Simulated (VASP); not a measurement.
**AgCl (strained zincblende): one r²SCAN single-point calculation in two programs**

```yaml
crystal:
  lattice:
    - [0.02055, 3.01380, 3.01380]
    - [3.01380, 0.02055, 3.01380]
    - [3.01380, 3.01380, 0.02055]
  atoms:
    - { symbol: Ag, position: [0.00120, 0.00120, 0.00120] }
    - { symbol: Cl, position: [0.24880, 0.24880, 0.24880] }
```

Each program uses its own PAW datasets. VASP's cell holds 18 valence electrons and Ansatz's 26. Ansatz's stress includes a Pulay correction; VASP's doesn't.

Cutoffs: 520 eV in VASP, 500 eV in Ansatz. k meshes: 8×8×8 and 8×8×8.

```csv
,VASP,Ansatz
gap between bands v and c,1.60 eV,1.64 eV
least direct gap,1.60 eV,1.64 eV
pressure,-0.4 GPa,-0.3 GPa
```

Band v is the last that the valence electrons fill when counted band by band, and c is the next. Levels in eV from the top of v, Ansatz:

```
point    v−1      v     c   c+1
    Γ  -0.02   0.00  1.64  8.56
    X  -1.36  -1.36  5.11  5.95
    K  -1.34  -1.06  5.73  6.14
    L  -0.59  -0.56  4.22  7.01
    W  -1.77  -1.02  6.10  6.40
```

VASP:

```csv
point,v−1,v,c,c+1
Γ,-0.02,0.00,1.60,8.58
X,-1.36,-1.35,5.08,5.92
K,-1.33,-1.06,5.70,6.11
L,-0.59,-0.56,4.18,6.97
W,-1.76,-1.01,6.07,6.38
```
